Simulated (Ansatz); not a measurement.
MgTe:

```
CELL_PARAMETERS angstrom
0.00000 3.23200 3.23200
3.23200 0.00000 3.23200
3.23200 3.23200 0.00000
ATOMIC_POSITIONS crystal
Te 0.25000 0.25000 0.25000
Mg 0.00000 0.00000 0.00000
```

The cell comes from a database or a generator and needn't be the stable form of this composition.

* Program: Ansatz 0.2.0
* Task: relaxation of cell and atoms
* Functional: BLYP
* Potentials or basis: Ansatz PAW
* Cutoff: 420 eV (not typed: the program's choice for these potentials)
* k mesh: 7 × 7 × 7
* Occupations: fermi-dirac, width 0.05 eV
* Spin: no spin polarisation

At the start: volume 33.76 Å³/atom.

Question: Where does the relaxation end?

Answer: It ends after 4 steps and the volume is 35.74 Å³/atom (+5.9 %); space group F-43m (No. 216, to 0.05 Å).

The path:
```
step  energy change (eV)  largest force (eV/Å)  volume (Å³)
   1              0.0000                0.0000        67.52
   2             -0.0211                0.0000        72.31
   3             -0.0223                0.0000        71.49
   4             -0.0226                0.0000        71.49
```

Final structure:
```
Te Mg
1.0
     0.00000    3.29410    3.29410
     3.29410    0.00000    3.29410
     3.29410    3.29410    0.00000
Te Mg
1 1
Direct
  0.25000 0.25000 0.25000
  0.00000 0.00000 0.00000
```

Caveat: the plane-wave basis is chosen anew once the cell has moved, so the energies of steps on either side of that aren't comparable; the PAW data sets come from PBE, with cores solved anew for the run's functional, which leaves a small shift of forces and pressure.
